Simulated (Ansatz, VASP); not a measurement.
# InSe: VASP beside Ansatz, part 2 of 2

Wanted: the spread between two codes on one cell, functional and k mesh.

VASP 6.6.1 and Ansatz 0.2.0.

So far. Step 2 (Ansatz: electric field gradients, LDA): The run ends at a pressure of -1.49 GPa, with forces up to 0.24 eV/Å.

The database entry behind the starting cell differs from later determinations by our own check (c about 1.5 % long), so it need not match the best structure at ambient conditions.

## Step 4: Comparison

Known differences besides the PAW data sets themselves: the two LDA forms differ slightly; Ansatz adds the response of the frozen cores to the gradients, VASP leaves it out; the data sets hold 58 valence electrons in Ansatz (default PAW (the set named soft_2) files) and 38 in VASP; the cutoff is 420 eV in Ansatz and 400 eV in VASP. Total energies have different zeros and are not compared.

Compared:

```
              quantity  Ansatz   VASP  difference
        pressure (GPa)   -1.49  -1.30       -0.18
gap on the k mesh (eV)   0.216  0.227      -0.011
     Vzz at In1 (V/Å²)   -99.0  -97.2        -1.8
     Vzz at In2 (V/Å²)   -99.4  -97.5        -1.9
     Vzz at Se3 (V/Å²)   -69.2  -66.3        -2.9
     Vzz at Se4 (V/Å²)   -64.6  -61.8        -2.8
```

Forces (eV/Å; atoms numbered as in POSCAR):

```
atom        Ansatz x, y, z          VASP x, y, z
 In1   0.000, 0.000, 0.237   0.000, 0.000, 0.269
 In2  0.000, 0.000, -0.220  0.000, 0.000, -0.251
 Se3   0.000, 0.000, 0.061   0.000, 0.000, 0.017
 Se4  0.000, 0.000, -0.078  0.000, 0.000, -0.034
```

The forces differ by 22 meV/Å r.m.s., which is 20.7 % of the r.m.s. force of 0.11 eV/Å (both taken over all components).

## Step 5: Further runs

The difference is large enough to ask for its cause, so further runs change the set-up of one program at a time, as the table lists.

| run | r.m.s. force difference (meV/Å) |
| --- | --- |
| as above | 22 |
| cores kept as stored, as VASP does, whose cores stay as stored | 19 |
| Ansatz's larger PAW set (cutoff 620 eV) | 22 |

## Step 6: VASP: electric field gradients, r2SCAN

Field gradients test the density near the nuclei, where the PAW reconstruction matters most.

File INCAR:

```
SYSTEM = InSe
PREC = Accurate
ENCUT = 400
EDIFF = 1E-07
NELM = 100
ISMEAR = -1
SIGMA = 0.05
LREAL = .FALSE.
ALGO = Normal
METAGGA = R2SCAN
LASPH = .TRUE.
NBANDS = 25
LORBIT = 11
LWAVE = .FALSE.
LCHARG = .FALSE.
KPAR = 2
LEFG = .TRUE.
```

File POSCAR:

```
InSe
1.0
    2.0000000000      1.1547005384      8.4400000000
   -2.0000000000      1.1547005384      8.4400000000
    0.0000000000     -2.3094010768      8.4400000000
In Se
2 2
Direct
    0.8886000000      0.8886000000      0.8886000000
    0.0000000000      0.0000000000      0.0000000000
    0.1719000000      0.1719000000      0.1719000000
    0.3835000000      0.3835000000      0.3835000000
```

File KPOINTS:

```
Automatic mesh
0
Gamma
8 8 8
0 0 0
```

The projector-augmented-wave data sets are In_d and Se (PBE family, release 64).

Started as:

```sh
> mpirun -np 2 vasp_std
```

Numbers of over 12 decimals in the logs are rounded to 6 here.

What it wrote:

```text
[banner, memory and clock lines left out]
running    2 mpi-ranks, on    1 nodes
[...]
[... a notice as in an earlier step ...]

 LDA part: xc-table for (None), standard interpolation
 POSCAR, INCAR and KPOINTS ok, starting setup
[...]
entering main loop
       N       E                     dE             d eps       ncg     rms          rms(c)
DAV:   1     0.247137185601E+03    0.24714E+03   -0.15451E+04  3250   0.143E+03
DAV:   2    -0.492159604951E+02   -0.29635E+03   -0.29014E+03  3393   0.367E+02
DAV:   3    -0.824463490837E+02   -0.33230E+02   -0.32801E+02  4185   0.142E+02
DAV:   4    -0.837240060969E+02   -0.12777E+01   -0.12748E+01  3778   0.306E+01
[...]
DAV:  12    -0.764529961951E+02    0.23925E-04   -0.22690E-04  3353   0.133E-01    0.765E-02
DAV:  13    -0.764529975874E+02   -0.13923E-05   -0.12808E-05  3904   0.266E-02    0.349E-02
DAV:  14    -0.764529976147E+02   -0.27238E-07   -0.44110E-07  3800   0.597E-03
ion   1
     0.0000000     0.0000000    -0.0000000    -1.1152840    -0.0000000    -0.0000000
[...]
0.0000000    -0.0000000    -0.0000000    51.6935803     0.0000000    -0.0000000
     0.0000499    -0.0000000    -0.0000000    51.6914748     0.0000000    -0.0000000
     0.0000687    -0.0000000    -0.0000000    51.6903050     0.0000000    -0.0000000
     0.0000946    -0.0000000    -0.0000000    51.6884154     0.0000000    -0.0000000
     0.0001302    -0.0000000    -0.0000000    51.6853790     0.0000000    -0.0000000

ion   4
     0.0000000     0.0000000     0.0000000     0.5189098     0.0000000    -0.0000000
     0.0000499     0.0000000     0.0000000     0.5189098     0.0000000    -0.0000000
     0.0000687     0.0000000     0.0000000     0.5189097     0.0000000    -0.0000000
     0.0000946     0.0000000     0.0000000     0.5189097     0.0000000    -0.0000000
     0.0001302     0.0000000     0.0000000     0.5189097     0.0000000    -0.0000000

     0.0000000     0.0000000     0.0000000    48.1957231     0.0000000    -0.0000000
     0.0000499     0.0000000     0.0000000    48.1937701     0.0000000    -0.0000000
     0.0000687     0.0000000     0.0000000    48.1926859     0.0000000    -0.0000000
     0.0000946     0.0000000     0.0000000    48.1909353     0.0000000    -0.0000000
     0.0001302     0.0000000     0.0000000    48.1881232     0.0000000    -0.0000000

   1 F= -.76452998E+02 E0= -.76452997E+02  d E =-.922432E-06
```

From OUTCAR (step 6):

```text
  Total        1.0877284      1.0877284      0.2704402      0.0000000     -0.0000000      0.0000000
  in kB       14.9017748     14.9017748      3.7050052      0.0000000     -0.0000000      0.0000000
  external PRESSURE =      11.1695183 kB  Pullay stress =       0.0000000 kB

 POSITION                                       TOTAL-FORCE (eV/Angst)
 -----------------------------------------------------------------------------------
      0.00000      0.00000     22.49935         0.000000      0.000000      0.245993
      0.00000      0.00000      0.00000         0.000000     -0.000000     -0.229292
      0.00000      0.00000      4.35251         0.000000      0.000000     -0.045223
      0.00000      0.00000      9.71022         0.000000      0.000000      0.028522
 -----------------------------------------------------------------------------------
    total drift:                                0.000000      0.000000      0.000540

  FREE ENERGIE OF THE ION-ELECTRON SYSTEM (eV)
  ---------------------------------------------------
  free  energy   TOTEN  =       -76.4529976147 eV

  energy  without entropy=      -76.4529966922  energy(sigma->0) =      -76.45299715

[... 2 parts as in an earlier step ...]

[... 1 further part left out ...]
[key lines of the parts left out:]
E-fermi :   4.3134
```

The run ends at a pressure of 1.12 GPa, with forces up to 0.25 eV/Å.

## Step 7: Ansatz: electric field gradients, r2SCAN

The same cell, functional, mesh and smearing now go to Ansatz, which takes its cutoff from its data sets.

File input.yaml:

```yaml
crystal:
  lattice:
    - [2.0, 1.1547005384, 8.44]
    - [-2.0, 1.1547005384, 8.44]
    - [0.0, -2.3094010768, 8.44]
  atoms:
    - { symbol: In, position: [0.8886, 0.8886, 0.8886] }
    - { symbol: In, position: [0.0, 0.0, 0.0] }
    - { symbol: Se, position: [0.1719, 0.1719, 0.1719] }
    - { symbol: Se, position: [0.3835, 0.3835, 0.3835] }
hamiltonian:
  xc: r2scan
  pseudopotentials: { kind: paw }
kpoints:
  mp_grid: { grid: [8, 8, 8] }
scf:
  occupations: { method: fermi_dirac, width: 0.05 }
  n_extra_bands: 5
output:
  forces: true
  stress: true
  eigenvalues: true
  efg: {}
```

Started as:

```sh
> ansatz run input.yaml --threads 2 --pin off --max-ram 4608MiB --backend cpu --events-out ev --progress --plain --runs-dir out
```

What it wrote:

```text
[...]
Crystal: 4 atoms, lattice volume = 116.948 Å³
Basis set: ecut = 500 eV, 2965 PW (Γ), FFT grids on a1−a3, a2−a3, a3, exchange–correlation on 120×120×256 points (64 copies of the dense FFT grid, shifted against one another)
Bands: 34, of which v1, the nominal top of the filled ones, is band 29 counted from 1 (28 counted from 0)
Symmetry: 6 space group operations
[...]
k-point 0: bands = [... 25 lower, 5.6798, 5.6798, 5.7729, 5.7729, 9.1050, 9.6361, 11.7991, 11.7991, ... 1 higher]
  k-point 1: bands = [... 25 lower, 5.2924, 5.4798, 5.6045, 5.9176, 9.4432, 10.2924, 11.1045, 11.9488, ... 1 higher]
  k-point 2: bands = [... 25 lower, 4.9462, 5.0788, 5.2160, 6.0166, 9.4050, 9.5973, 11.5125, 11.7314, ... 1 higher]
  k-point 64: bands = [... 25 lower, 5.6097, 5.8493, 5.8493, 7.0492, 7.9163, 9.6812, 11.7168, 11.7168, ... 1 higher]
[key lines of the parts left out:]
SCF converged after 7 iterations
Free energy (F): -22182.592441 eV
Fermi energy:    7.493443 eV
P = ⅓ Tr σ = 1.1043 GPa (11.043 kbar)
```

Run time: 20 s. Hardware: 2 threads of AMD EPYC 7B13 (Zen 3), shared host; peak memory 0.76 GiB.

The run ends at a pressure of 1.10 GPa, with forces up to 0.24 eV/Å.

## Step 8: Differences

What differs besides the data sets and the points named for the pairs above, as far as they apply: VASP keeps PBE cores, Ansatz makes them for the functional; the cutoff is 500 eV in Ansatz and 400 eV in VASP. Total energies have different zeros and are not compared.

Compared:

```
              quantity  Ansatz    VASP  difference
        pressure (GPa)    1.10    1.12       -0.01
gap on the k mesh (eV)   0.867   0.859      +0.008
     Vzz at In1 (V/Å²)  -113.2  -109.7        -3.5
     Vzz at In2 (V/Å²)  -113.3  -109.8        -3.6
     Vzz at Se3 (V/Å²)   -68.1   -65.8        -2.3
     Vzz at Se4 (V/Å²)   -63.6   -61.4        -2.2
```

Forces (eV/Å; atoms numbered as in POSCAR):

```
atom        Ansatz x, y, z          VASP x, y, z
 In1   0.000, 0.000, 0.239   0.000, 0.000, 0.246
 In2  0.000, 0.000, -0.222  0.000, 0.000, -0.229
 Se3  0.000, 0.000, -0.030  0.000, 0.000, -0.045
 Se4   0.000, 0.000, 0.013   0.000, 0.000, 0.029
```

The forces differ by 6.9 meV/Å r.m.s., which is 7.0 % of the r.m.s. force of 0.10 eV/Å (both taken over all components). Ansatz's pressure holds a Pulay correction of 0.01 GPa; VASP's holds none.

## Step 9: Outcome

```json
{
  "r.m.s. force difference (electric field gradients, LDA)": "22 meV/Å",
  "difference in Vzz at In2 (electric field gradients, r2SCAN)": "-3.6 V/Å²",
  "r.m.s. force difference (electric field gradients, r2SCAN)": "6.9 meV/Å"
}
```

In words: The r.m.s. force difference is 22 meV/Å (electric field gradients, LDA), beyond the 12 meV/Å picked in this series as the mark of a large difference. For electric field gradients, LDA: no further run halves the r.m.s. force difference; only Ansatz's side was varied. 1 further run on this material is not shown. How closely two codes agree says nothing of how well the functional describes the real material.

[Lines on the potential files, build, host, timing and source positions are cut from VASP's logs without a mark.]

[Logs are printed without paths, hosts, clocks, repeated set-up lines and the standing remarks that a program may print on its own settings, such as how far it seeks lower states.]

[Hosts, paths, dates, database ids (printed as entryN), source tags and the programs' standing remarks are cut or masked in the printed files.]
